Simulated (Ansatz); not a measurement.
# Cr: strong compression

The task here is to estimate one member of a computed series from the others.

Program: Ansatz 0.2.0. Level of theory: DFT PBE, with the methods named in each step. These are calculated values, not measurements.

1 further run of the same task is left out (it didn't finish).

### Starting point

Symmetry: I4_1/amd, No. 141, tetragonal system. Conventional cell: a = 4.499 Å, b = 4.499 Å, c = 2.442 Å, α = 90.00°, β = 90.00°, γ = 90.00°. Around Cr (site symmetry -4m2) lie 6 Cr at 2.33 to 2.44 Å.

As a file:

```xyz
2
Lattice="-2.2495 2.2495 1.2212 2.2495 -2.2495 1.2212 2.2495 2.2495 -1.2212" Properties=species:S:1:pos:R:3 pbc="T T T"
Cr    0.0000   -1.1247   -0.3053
Cr    0.0000    1.1247    0.3053
```

Whether this phase is the stable one at these pressures isn't tested.

Atoms are numbered in the order of the input: Cr1, Cr2.

Set-up of the first run:

Input file input.yaml:

```yaml
crystal:
  lattice:
    - [-2.2494808785, 2.2494808785, 1.2211985954]
    - [2.2494808785, -2.2494808785, 1.2211985954]
    - [2.2494808785, 2.2494808785, -1.2211985954]
  atoms:
    - { symbol: Cr, position: [-0.375, -0.125, -0.25], spin: 2.0 }
    - { symbol: Cr, position: [0.375, 0.125, 0.25], spin: 2.0 }
magnetization:
  spin_polarized: true
kpoints:
  mp_grid: { grid: [17, 17, 17] }
  band_path:
    path:
      - [0.0, 0.0, 0.0]
      - [0.0, 0.0, 0.5]
      - [-0.5, 0.5, 0.5]
      - [0.0, 0.0, 0.0]
      - [0.3236797238, 0.3236797238, -0.3236797238]
      - [-0.3236797238, 0.6763202762, 0.3236797238]
      - [-0.5, 0.5, 0.5]
      - [0.0, 0.0, 0.5]
      - [0.25, 0.25, 0.25]
    npoints: 14
scf:
  occupations: { method: fermi_dirac, width: 0.1 }
hamiltonian:
  xc: pbe
  pseudopotentials: { kind: all_electron, lapw: { basis_error: 0.001 } }
output:
  forces: true
  stress: true
  eigenvalues: true
  populations: true
  dos: { projected: true, de: 0.2, e_range: [-14, 8] }
```

Command:

```bash
> ansatz run input.yaml --threads 1 --pin off --max-ram 3072MiB --backend cpu --events-out ev --progress --plain --runs-dir out
```

Steps of the session up to this table: The reference volume, LAPW; Volume scaled by 1, crystal datasets; Volume scaled by 1, norm-conserving; Volume scaled by 0.9, LAPW; Volume scaled by 0.9, norm-conserving; Volume scaled by 0.8, LAPW; Volume scaled by 0.8, norm-conserving; Volume scaled by 0.7, LAPW; Volume scaled by 0.7, crystal datasets; Volume scaled by 0.6, LAPW; Volume scaled by 0.5, LAPW.

One table of the session follows, with a row left open; its other results are not shown here.

```
          method  volume over the first  volume (Å³/atom)  pressure (GPa)
            LAPW                      1            12.359           -0.06
            LAPW                    0.9            11.123           26.70
            LAPW                    0.8             9.887           71.72
            LAPW                    0.7             8.651          149.29
            LAPW                    0.6             7.415          289.04
            LAPW                    0.5             6.179          559.54
             PAW                      1            12.359            0.02
             PAW                    0.9                 ?               ?
             PAW                    0.8             9.887           71.77
             PAW                    0.7             8.651          149.15
             PAW                    0.6             7.415          287.82
             PAW                    0.5             6.179          554.05
crystal datasets                      1            12.359           -0.05
crystal datasets                    0.7             8.651          149.29
 norm-conserving                      1            12.359            0.02
 norm-conserving                    0.9            11.123           26.85
 norm-conserving                    0.8             9.887           71.91
```

Estimate the missing values for PAW, 0.9.

As computed: volume (Å³/atom): 11.123; pressure (GPa): 26.77.

Limits of these values: Warnings in the runs' records: seeded moment not kept, crystal datasets made.
